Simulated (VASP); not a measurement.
# PtS2 (P-3m1) in VASP: a series of runs, part 2 of 2

VASP 6.6.1.

## 4. Dielectric tensor, PBE

File INCAR:

```
  PREC = Accurate
  ENCUT = 400
  EDIFF = 1E-8
  ISMEAR = 0
  SIGMA = 0.01
  LREAL = False
  LASPH = True
  NELM = 100
  ALGO = Normal
  ISIF = 2
  LWAVE = False
  LCHARG = False
  GGA = PE
  LEPSILON = True
```

File KPOINTS:

```
regular mesh
0
Gamma
  13 13 8
```

File POSCAR:

```
PtS2
1.0
    3.5432000000      0.0000000000      0.0000000000
   -1.7716000000      3.0685012107      0.0000000000
    0.0000000000      0.0000000000      5.0388000000
Pt S
1 2
Direct
    0.0000000000      0.0000000000      0.0000000000
    0.6666666667      0.3333333333      0.7730000000
    0.3333333333      0.6666666667      0.2270000000
```

Potentials or basis: VASP PAW PBE potentials, release 64 (Pt, S).

The run is started by

```sh
$ cat potpaw_PBE.64/Pt/POTCAR potpaw_PBE.64/S/POTCAR > POTCAR
$ mpirun -np 1 vasp_std > vasp.out
```

OUTCAR:

```text
PREC = Accurate
   ENCUT = 400
   EDIFF = 1E-8
   ISMEAR = 0
   LREAL = False
   LASPH = True
   NELM = 100
   ISIF = 2
   GGA = PE
   LEPSILON = True

 Found    147 irreducible k-points:

 Following reciprocal coordinates:
            Coordinates               Weight
  0.000000  0.000000  0.000000      1.000000
  0.076923  0.000000  0.000000      6.000000
  0.153846  0.000000  0.000000      6.000000
  0.230769  0.000000  0.000000      6.000000
  0.307692  0.000000  0.000000      6.000000
  0.384615  0.000000  0.000000      6.000000
   k-points           NKPTS =    147   k-points in BZ     NKDIM =    147   number of bands    NBANDS=     15
   number of dos      NEDOS =    301   number of ions     NIONS =      3
   total plane-waves  NPLWV =  20736
   dimension x,y,z NGX =    24 NGY =   24 NGZ =   36
   dimension x,y,z NGXF=    48 NGYF=   48 NGZF=   72
   ions per type =               1   2
   NGX,Y,Z   is equivalent  to a cutoff of  11.26, 11.26, 11.88 a.u.
   NGXF,Y,Z  is equivalent  to a cutoff of  22.52, 22.52, 23.76 a.u.
 SYSTEM =  unknown system
   PREC   = accura    normal or accurate (medium, high low for compatibility)
   ISTART =      0    job   : 0-new  1-cont  2-samecut
   ICHARG =      2    charge: 1-file 2-atom 10-const
   ISPIN  =      1    spin polarized calculation?
   LNONCOLLINEAR =      F non collinear calculations
   LSORBIT =      F    spin-orbit coupling
   LASPH  =      T    aspherical Exc in radial PAW
   ENCUT  =  400.0 eV  29.40 Ry    5.42 a.u.   5.78  5.78  8.22*2*pi/ulx,y,z
   NELM   =    100;   NELMIN=  2; NELMDL= -5     # of ELM steps
   EDIFF  = 0.1E-07   stopping-criterion for ELM
   LREAL  =      F    real-space projection
   EDIFFG = 0.1E-06   stopping-criterion for IOM
   NSW    =      0    number of steps for IOM
   IBRION =     -1    ionic relax: 0-MD 1-quasi-New 2-CG
   NFREE  =      0    steps in history (QN), initial steepest desc. (CG)
   ISIF   =      2    stress and relaxation
   ISYM   =      2    0-nonsym 1-usesym 2-fastsym
   POTIM  = 0.5000    time-step for ionic-motion
[... 187 lines left out ...]
 ------------------------------------------------------

 Free energy of the ion-electron system (eV)
  ---------------------------------------------------
  ---------------------------------------------------
  free energy    TOTEN  =        -2.81875254 eV

  energy without entropy =       -2.81875254

------------------------ aborting loop because EDIFF is reached ----------------------------------------

--------------------------------------- Ionic step        2  -------------------------------------------

------------------------ aborting loop because EDIFF is reached ----------------------------------------

--------------------------------------- Ionic step        3  -------------------------------------------

 Free energy of the ion-electron system (eV)
  ---------------------------------------------------
  ---------------------------------------------------
  free energy    TOTEN  =        -1.32100774 eV

  energy without entropy =       -1.32100774

------------------------ aborting loop because EDIFF is reached ----------------------------------------

 PIEZOELECTRIC TENSOR FIELD DIRECTION 3  (e Angst)
 -----------------------------------------------------------------------------
     0.00478  0.00000  0.00000           (  0.00007  0.00000  0.00000)
     0.00000  0.00478  0.00000           (  0.00000  0.00007  0.00000)
     0.00000  0.00000 -0.01765           (  0.00000  0.00000 -0.00001)

 PIEZOELECTRIC TENSOR FIELD DIRECTION 3  (C/m^2)
 -----------------------------------------------------------------------------
     0.00140  0.00000  0.00000
     0.00000  0.00140  0.00000
     0.00000  0.00000 -0.00516

 MACROSCOPIC STATIC DIELECTRIC TENSOR (including local field effects in DFT)
 ------------------------------------------------------
          18.246889     0.000000     0.000000
           0.000000    18.246889     0.000000
           0.000000    -0.000000     9.315058
 ------------------------------------------------------

 PIEZOELECTRIC TENSOR (including local field effects)  for field in x, y, z        (e  Angst)
          XX          YY          ZZ          XY          YZ          ZX
  --------------------------------------------------------------------------------
  x     0.00000     0.00000     0.00000     0.00000     0.00000     0.00000
  y     0.00000     0.00000     0.00000     0.00000     0.00000     0.00000
  z     0.00000     0.00000     0.00000     0.00000     0.00000     0.00000

 PIEZOELECTRIC TENSOR (including local field effects)  for field in x, y, z        (C/m^2)
          XX          YY          ZZ          XY          YZ          ZX
  --------------------------------------------------------------------------------
  x     0.00000     0.00000     0.00000     0.00000     0.00000     0.00000
  y     0.00000     0.00000     0.00000     0.00000     0.00000     0.00000
  z     0.00000     0.00000     0.00000     0.00000     0.00000     0.00000

 BORN EFFECTIVE CHARGES (including local field effects) (in |e|, cummulative output)
 ---------------------------------------------------------------------------------
 ion    1
    1     2.92380     0.00000     0.00000
    2     0.00000     2.92380     0.00000
    3     0.00000    -0.00000    -0.58765
 ion    2
    1    -1.46190     0.00000     0.00000
    2     0.00000    -1.46190    -0.00000
    3    -0.00000     0.00000     0.29383
 ion    3
    1    -1.46190     0.00000     0.00000
    2     0.00000    -1.46190    -0.00000
    3     0.00000     0.00000     0.29383
```

OSZICAR:

```text
N       E                     dE             d eps       ncg     rms          rms(c)
DAV:   1     0.996625018759E+02    0.99663E+02   -0.91366E+03  4618   0.105E+03
DAV:   2    -0.124277317102E+02   -0.11209E+03   -0.10938E+03  5551   0.226E+02
DAV:   3    -0.166227209121E+02   -0.41950E+01   -0.41782E+01  5719   0.482E+01
[... 12 lines left out ...]
RMM:  10    -0.132098934243E+01    0.33107E-04    0.33876E-06  7627   0.199E-03    0.915E-04
RMM:  11    -0.132099539131E+01   -0.60489E-05    0.35784E-06  7527   0.757E-04    0.447E-04
RMM:  12    -0.132101031316E+01   -0.14922E-04    0.23665E-07  7173   0.549E-04    0.142E-04
RMM:  13    -0.132100753387E+01    0.27793E-05   -0.22300E-07  5740   0.118E-04    0.353E-05
RMM:  14    -0.132100785895E+01   -0.32508E-06   -0.42161E-07  3486   0.734E-05    0.122E-05
RMM:  15    -0.132100773552E+01    0.12343E-06   -0.83208E-08  2252   0.625E-05    0.285E-06
```

stdout:

```text
POSCAR found type information on POSCAR PtS
 POSCAR found :  2 types and       3 ions
 scaLAPACK will be used
 LDA part: xc-table for (Slater+PW92), standard interpolation
 POSCAR, INCAR and KPOINTS ok, starting setup
 FFT: planning ... GRIDC
 FFT: planning ... GRID_SOFT
 FFT: planning ... GRID
 WAVECAR not read
 entering main loop
 Linear response reoptimize wavefunctions to high precision
 Linear response G [H, r] |phi>, progress :
  Direction:   1
 Linear response G [H, r] |phi>, progress :
  Direction:   2
 Linear response G [H, r] |phi>, progress :
  Direction:   3
 Linear response to external field (no local field effect), progress :
  Direction:   1
 dielectric tensor                  component  1 :    21.217     1.614    -1.373
 Linear response to external field (no local field effect), progress :
  Direction:   2
 dielectric tensor                  component  2 :     1.614    17.733    -1.517
 Linear response to external field (no local field effect), progress :
  Direction:   3
 dielectric tensor                  component  3 :    -1.373    -1.517    12.184
 Linear response to external field, progress :
  Direction:   1
 dielectric tensor                  component  1 :    18.247     0.339     0.410
 Linear response to external field, progress :
  Direction:   2
 dielectric tensor                  component  2 :     0.344    18.247     0.000
 Linear response to external field, progress :
  Direction:   3
 dielectric tensor                  component  3 :    -1.437    -1.464     9.315
 Born effective charges drift removed
```

Run time: 7.7 min. Hardware: 1 thread of Intel Xeon Platinum 8488C (Sapphire Rapids), shared host; peak memory 0.56 GiB.

The run converged, but some of its settings lie outside the range that counts as converged, so its numbers aren't taken as properties of the crystal.

Results:

| Item | Value |
| --- | --- |
| Band gap on the k mesh | 0.79 eV, indirect (least direct gap 1.04 eV) |
| Electronic dielectric tensor (diagonal) | 18.25, 18.25, 9.32 |
| Born charges (mean of the diagonal) | Pt +1.75; S -0.88 e |

Caveat: spin-orbit coupling is left out, which moves the levels of the heavy elements; an odd mesh through Γ misses points on the zone boundary, where band edges often lie.
